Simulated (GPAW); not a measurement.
Runs of GPAW 26.7.0 on SnO2 (Cassiterite). Symmetry: P4_2/mnm, No. 136, tetragonal system. Conventional cell: a = 4.738 Å, b = 4.738 Å, c = 3.187 Å, α = 90.00°, β = 90.00°, γ = 90.00°. Sn (site symmetry mmm) has 6 O at 2.05 to 2.06 Å as nearest neighbours. O (site symmetry m2m) is surrounded by 3 Sn at 2.05 to 2.06 Å. 

```tsv
task	level	potentials or basis	spin	cell	k mesh	optimizer	fmax	max steps	band path	band points	gap on the mesh (eV)	pressure (GPa)	relaxed volume (Å³/atom)	largest force (eV/Å)
single point	TB-mBJ	GPAW PAW data sets for LDA (gpaw-data 1.2.1), pw	off	as given	4 × 4 × 6	-	-	-	-	-	3.16	-	-	-
relaxation of cell and atoms	revPBE+D4	the program's PAW data sets (release 1.2.1) made for this functional, pw	off	relaxed	4 × 4 × 5	BFGS	0.01 eV/Å	100	-	-	1.06	0.0	12.22	-
relaxation of cell and atoms	PBEsol	PAW data sets generated in the run's folder for this functional, pw	off	relaxed	4 × 4 × 5	LBFGS	0.05 eV/Å	100	-	-	1.02	0.0	(c)	0.04
band structure	LDA	JTH PAW 2.0, LDA, pw	off	as given	4 × 4 × 5	-	-	-	GXMGZRAZ,XR,MA	60	(b)	(a)	-	0.14
band structure	r4SCAN	GPAW PAW data sets (gpaw-data 1.2.1), pw	SOC, no magnetisation	as given	4 × 4 × 5	-	-	-	GXMGZRAZ,XR,MA	80	1.93	1.5	-	0.06
```

Alike in all rows: cutoff (eV) 800; smearing fermi-dirac 0.05 eV.

Question: Fill in the values left out.

Answer: (a) -2.2; (b) 1.13; (c) 12.09.

Caveats: spin-orbit coupling is left out, which moves the levels of the heavy elements (some runs); the PAW data sets were made with another functional, which shifts forces and pressure a little (some runs); later steps reuse the first step's grids (some runs); a model potential gives levels but no total energy (some runs); the program truncates these outside data sets (some runs); spin-orbit coupling was added after a scalar SCF, so levels and gaps hold it while energy, forces, pressure and moments don't (some runs); this program's spin-orbit splittings come out too wide for heavy elements (some runs).

A k mesh can miss the band edges, and rows without SOC leave out spin-orbit coupling on Sn.
